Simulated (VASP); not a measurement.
# CdO (Fm-3m) in VASP: further runs, part 2 of 2

VASP 6.6.1. The steps go on from the part before.

### 4 Single point, PBEsol

The input, INCAR:

```
SYSTEM = CdO
  PREC = Accurate
  ENCUT = 520
  EDIFF = 1E-7
  ISMEAR = 0
  SIGMA = 0.5
  LREAL = .FALSE.
  LASPH = .TRUE.
  NELM = 60
  ALGO = Fast
  ISIF = 2
  LWAVE = .FALSE.
  LCHARG = .FALSE.
  GGA = PS
  NBANDS = 16
```

The input, KPOINTS:

```
Automatic mesh
0
G
  16 16 16
  0 0 0
```

The input, POSCAR:

```
CdO
1.0
    0.0000000000      2.3524600000      2.3524600000
    2.3524600000      0.0000000000      2.3524600000
    2.3524600000      2.3524600000      0.0000000000
Cd O
1 1
Direct
    0.0000000000      0.0000000000      0.0000000000
    0.5000000000      0.5000000000      0.5000000000
```

Potentials or basis: VASP PAW PBE potentials, release 64 (Cd, O).

On the command line:

```
$ cat potpaw_PBE.64/Cd/POTCAR potpaw_PBE.64/O/POTCAR > POTCAR
$ mpirun -np 1 vasp_std > vasp.out
```

OUTCAR:

```text
SYSTEM = CdO
   PREC = Accurate
   ENCUT = 520
   EDIFF = 1E-7
   ISMEAR = 0
   LREAL = .FALSE.
   LASPH = .TRUE.
   NELM = 60
   ISIF = 2
   GGA = PS

 ion  position               nearest neighbor table
   1  0.000  0.000  0.000-   2 2.35   2 2.35   2 2.35   2 2.35   2 2.35   2 2.35
   2  0.500  0.500  0.500-   1 2.35   1 2.35   1 2.35   1 2.35   1 2.35   1 2.35

  LATTYP: Found a face centered cubic cell.
 ALAT       =     4.7049200000

  Lattice vectors:

 A1 = (   0.0000000000,   2.3524600000,   2.3524600000)
 A2 = (   2.3524600000,   0.0000000000,   2.3524600000)
 A3 = (   2.3524600000,   2.3524600000,   0.0000000000)

Analysis of symmetry for initial positions (statically):
=====================================================================
 Subroutine PRICEL returns:
 Original cell was already a primitive cell.

 Routine SETGRP: Setting up the symmetry group for a
 face centered cubic supercell.

 Subroutine GETGRP returns: Found 48 space group operations
 (whereof 48 operations were pure point group operations)
 out of a pool of 48 trial point group operations.

The static configuration has the point symmetry O_h .

Analysis of symmetry for dynamics (positions and initial velocities):
=====================================================================
 Subroutine PRICEL returns:
 Original cell was already a primitive cell.

 Routine SETGRP: Setting up the symmetry group for a
 face centered cubic supercell.

 Subroutine GETGRP returns: Found 48 space group operations
 (whereof 48 operations were pure point group operations)
 out of a pool of 48 trial point group operations.

The dynamic configuration has the point symmetry O_h .

 Subroutine INISYM returns: Found 48 space group operations
 (whereof 48 operations are pure point group operations),
 and found     1 'primitive' translations

----------------------------------------------------------------------------------------

                                     Primitive cell

  volume of cell :      26.0373

  direct lattice vectors                    reciprocal lattice vectors
     0.000000000  2.352460000  2.352460000    -0.212543465  0.212543465  0.212543465
     2.352460000  0.000000000  2.352460000     0.212543465 -0.212543465  0.212543465
     2.352460000  2.352460000  0.000000000     0.212543465  0.212543465 -0.212543465

  length of vectors
     3.326880837  3.326880837  3.326880837     0.368136080  0.368136080  0.368136080

  position of ions in fractional coordinates (direct lattice)
     0.000000000  0.000000000  0.000000000
     0.500000000  0.500000000  0.500000000

  ion indices of the primitive-cell ions
   primitive index   ion index
                 1           1
                 2           2

----------------------------------------------------------------------------------------

 KPOINTS: Automatic mesh

Automatic generation of k-mesh.
 Grid dimensions read from file:
 generate k-points for:   16   16   16

 Generating k-lattice:

  Cartesian coordinates                     Fractional coordinates (reciprocal lattice)
    -0.013283967  0.013283967  0.013283967     0.062500000  0.000000000  0.000000000
     0.013283967 -0.013283967  0.013283967     0.000000000  0.062500000  0.000000000
     0.013283967  0.013283967 -0.013283967     0.000000000  0.000000000  0.062500000

  Length of vectors
     0.023008505  0.023008505  0.023008505

  Shift w.r.t. Gamma in fractional coordinates (k-lattice)
     0.000000000  0.000000000  0.000000000

 Subroutine IBZKPT returns following result:
 ===========================================

 Found    145 irreducible k-points:

 Following reciprocal coordinates:
            Coordinates               Weight
  0.000000  0.000000  0.000000      1.000000
  0.062500  0.000000  0.000000      8.000000
  0.125000  0.000000  0.000000      8.000000
  0.187500  0.000000  0.000000      8.000000
  0.250000  0.000000  0.000000      8.000000
  0.312500  0.000000  0.000000      8.000000
[... 16 lines left out ...]
 -0.125000  0.062500  0.000000     24.000000
 -0.062500  0.062500  0.000000     12.000000
 [... further k-points ...]
   k-points           NKPTS =    145   k-points in BZ     NKDIM =    145   number of bands    NBANDS=     16
   number of dos      NEDOS =    301   number of ions     NIONS =      2
   total plane-waves  NPLWV =  21952
   dimension x,y,z NGX =    28 NGY =   28 NGZ =   28
   dimension x,y,z NGXF=    56 NGYF=   56 NGZF=   56
   ions per type =               1   1
   NGX,Y,Z   is equivalent  to a cutoff of  13.99, 13.99, 13.99 a.u.
   NGXF,Y,Z  is equivalent  to a cutoff of  27.98, 27.98, 27.98 a.u.
 SYSTEM =  CdO
   PREC   = accura    normal or accurate (medium, high low for compatibility)
   ISTART =      0    job   : 0-new  1-cont  2-samecut
   ICHARG =      2    charge: 1-file 2-atom 10-const
   ISPIN  =      1    spin polarized calculation?
   LNONCOLLINEAR =      F non collinear calculations
   LSORBIT =      F    spin-orbit coupling
   LASPH  =      T    aspherical Exc in radial PAW
   ENCUT  =  520.0 eV  38.22 Ry    6.18 a.u.   6.19  6.19  6.19*2*pi/ulx,y,z
   NELM   =     60;   NELMIN=  2; NELMDL= -5     # of ELM steps
   EDIFF  = 0.1E-06   stopping-criterion for ELM
   LREAL  =      F    real-space projection
   EDIFFG = 0.1E-05   stopping-criterion for IOM
   NSW    =      0    number of steps for IOM
   IBRION =     -1    ionic relax: 0-MD 1-quasi-New 2-CG
   NFREE  =      0    steps in history (QN), initial steepest desc. (CG)
   ISIF   =      2    stress and relaxation
   ISYM   =      2    0-nonsym 1-usesym 2-fastsym
   POTIM  = 0.5000    time-step for ionic-motion
   TEBEG  =    0.0;   TEEND  =   0.0 temperature during run
   PSTRESS=    0.0 pullay stress
   NELECT =      18.0000    total number of electrons
   NUPDOWN=      -1.0000    fix difference up-down
   EMIN   =  10.00;   EMAX   =-10.00  energy-range for DOS
   EFERMI =   0.00;   METHOD = LEGACY
   ISMEAR =     0;   SIGMA  =   0.50  broadening in eV -4-tet -1-fermi 0-gaus
   EFERMI_NEDOS =   21; number of points for ismear=-14 and -15
   IALGO  =     68    algorithm
   IMIX   =      4    mixing-type and parameters
     AMIX     =   0.40;   BMIX     =  1.00
     AMIX_MAG =   1.60;   BMIX_MAG =  1.00
  volume/ion in A,a.u.               =      13.02        87.85
  Fermi-wavevector in a.u.,A,eV,Ry     =   1.447549  2.735472 28.509641  2.095400
  Thomas-Fermi vector in A             =   2.565492
   LORBIT       =      0    0 simple, 1 ext, 2 COOP (PROOUT), +10 PAW based schemes
   GGA     = PS    functional components
   LHFCALC =     F    Hartree Fock is set to
   AEXX    =    0.0000 exact exchange contribution
   IVDW    =     0    specifies the selected vdW correction
   LEPSILON=     F    determine dielectric tensor
   LRPA    =     F    only Hartree local field effects (RPA)
 non-spin polarized calculation
 RMM-DIIS sequential band-by-band and
 Gauss-broadening in eV      SIGMA  =   0.50
  energy-cutoff  :      520.00
  volume of cell :       26.04
 maximum number of plane-waves:       725
 NGX is ok and might be reduce to    28
   NGX = 13   NGY = 13   NGZ = 13

 number of electron      18.0000002 magnetization

 Free energy of the ion-electron system (eV)
  ---------------------------------------------------
  ext. energy  EPLUGINS =         0.00000000
  ---------------------------------------------------
  free energy    TOTEN  =        -8.50980382 eV

  energy without entropy =       -8.49704502  energy(sigma->0) =       -8.50342442

 E-fermi :   2.3704     XC(G=0): -11.9437

 val. band max:        2.0356700414   @ k =   0.0625   0.0625   0.0000
 cond. band min:       2.4182557445   @ k =  -0.0625   0.0625   0.0000
 fundamental gap:      0.3825857031
 Fermi energy:         2.3703807030

 k-point     1 :       0.0000    0.0000    0.0000
  band No.  band energies     occupation
      1     -15.4560      2.00000
      2      -4.8077      2.00000
      3      -4.8077      2.00000
      4      -4.8077      2.00000
      5      -4.5063      2.00000
      6      -4.5063      2.00000
[... 8 lines left out ...]
     15      19.8563      0.00000
     16      19.8563      0.00000
[... 419 lines left out ...]
 k-point    24 :      -0.0625    0.0625    0.0000
  band No.  band energies     occupation
      1     -15.3828      2.00000
      2      -4.8451      2.00000
      3      -4.8010      2.00000
      4      -4.7781      2.00000
      5      -4.6367      2.00000
      6      -4.5239      2.00000
[... 8 lines left out ...]
     15      18.8107      0.00000
     16      20.8466      0.00000

 [... further k-points ...]

------------------------ aborting loop because EDIFF is reached ----------------------------------------

  FORCE on cell =-STRESS in cart. coord.  units (eV):
  Direction    XX          YY          ZZ          XY          YZ          ZX
  --------------------------------------------------------------------------------------
  -------------------------------------------------------------------------------------
  Total        0.0494090      0.0494090      0.0494090      0.0000000      0.0000000     -0.0000000
  in kB        3.0403242      3.0403242      3.0403242      0.0000000      0.0000000     -0.0000000
  external PRESSURE =       3.0403242 kB  Pullay stress =       0.0000000 kB

 VOLUME and BASIS-vectors are now :
 -----------------------------------------------------------------------------
  energy-cutoff  :      520.00
  volume of cell :       26.04
      direct lattice vectors                 reciprocal lattice vectors
     0.000000000  2.352460000  2.352460000    -0.212543465  0.212543465  0.212543465
     2.352460000  0.000000000  2.352460000     0.212543465 -0.212543465  0.212543465
     2.352460000  2.352460000  0.000000000     0.212543465  0.212543465 -0.212543465

 POSITION                                       TOTAL-FORCE (eV/Angst)
 -----------------------------------------------------------------------------------
      0.00000      0.00000      0.00000         0.000000      0.000000      0.000000
      2.35246      2.35246      2.35246        -0.000000     -0.000000     -0.000000
 -----------------------------------------------------------------------------------
    total drift:                                0.000000      0.000000      0.000000

  FREE ENERGIE OF THE ION-ELECTRON SYSTEM (eV)
  ---------------------------------------------------
  free  energy   TOTEN  =        -8.5098038244 eV

  energy  without entropy=       -8.4970450175  energy(sigma->0) =       -8.50342442
```

OSZICAR:

```text
N       E                     dE             d eps       ncg     rms          rms(c)
DAV:   1     0.110883595866E+03    0.11088E+03   -0.10440E+04  4960   0.115E+03
DAV:   2    -0.691460994654E+01   -0.11780E+03   -0.10780E+03  5288   0.284E+02
DAV:   3    -0.100679864392E+02   -0.31534E+01   -0.31482E+01  5672   0.512E+01
DAV:   4    -0.100751923110E+02   -0.72059E-02   -0.72058E-02  5904   0.237E+00
DAV:   5    -0.100752125194E+02   -0.20208E-04   -0.20208E-04  5696   0.113E-01    0.990E+00
RMM:   6    -0.864011583714E+01    0.14351E+01   -0.29731E+00  4849   0.101E+01    0.924E+00
RMM:   7    -0.853392858103E+01    0.10619E+00   -0.14757E-01  4958   0.308E+00    0.464E+00
RMM:   8    -0.851310895724E+01    0.20820E-01   -0.75056E-02  5082   0.243E+00    0.711E-01
RMM:   9    -0.851001826774E+01    0.30907E-02   -0.28639E-03  5259   0.508E-01    0.161E-01
RMM:  10    -0.851004900008E+01   -0.30732E-04   -0.24538E-03  5365   0.305E-01    0.153E-01
RMM:  11    -0.850982614173E+01    0.22286E-03   -0.72234E-04  5068   0.159E-01    0.459E-02
RMM:  12    -0.850980617268E+01    0.19969E-04   -0.30382E-05  5189   0.401E-02    0.150E-02
RMM:  13    -0.850980384027E+01    0.23324E-05   -0.79469E-06  5297   0.175E-02    0.153E-03
RMM:  14    -0.850980382440E+01    0.15866E-07   -0.27861E-07  4327   0.332E-03
   1 F= -.85098038E+01 E0= -.85034244E+01  d E =-.127588E-01
```

Wall time 44 s (1 thread of Intel Xeon Platinum 8488C (Sapphire Rapids), shared host); peak memory 0.19 GiB.

Results:

- Free energy: -8.5098 eV
- Pressure: 0.3 GPa
- Band gap on the k mesh: none (metal or under the smearing width)

Caveat: the PAW data sets were made with another functional, which shifts forces and pressure a little; this crystal is a semiconductor, whose small gap the functional closes, so the metal is an error of the method.

### 5 Summary

| k mesh | cutoff (eV) | smearing | gap on the mesh (eV) | pressure (GPa) |
| --- | --- | --- | --- | --- |
| 16 × 16 × 16 | 700 | gaussian 0.1 eV | none | 0.1 |
| 24 × 24 × 24 | 520 | gaussian 0.1 eV | none | 0.2 |
| 16 × 16 × 16 | 520 | gaussian 0.5 eV | none | 0.3 |

Alike in all rows: task single point; level PBEsol; potentials or basis VASP PAW PBE potentials, release 64 (Cd, O); no spin polarisation; cell as given.

Every run on the cell as given and a fine mesh finds a metal.

Caveats: the PAW data sets were made with another functional, which shifts forces and pressure a little; this crystal is a semiconductor, whose small gap the functional closes, so the metal is an error of the method.

Absolute energies hang on the potentials; compare differences alone.
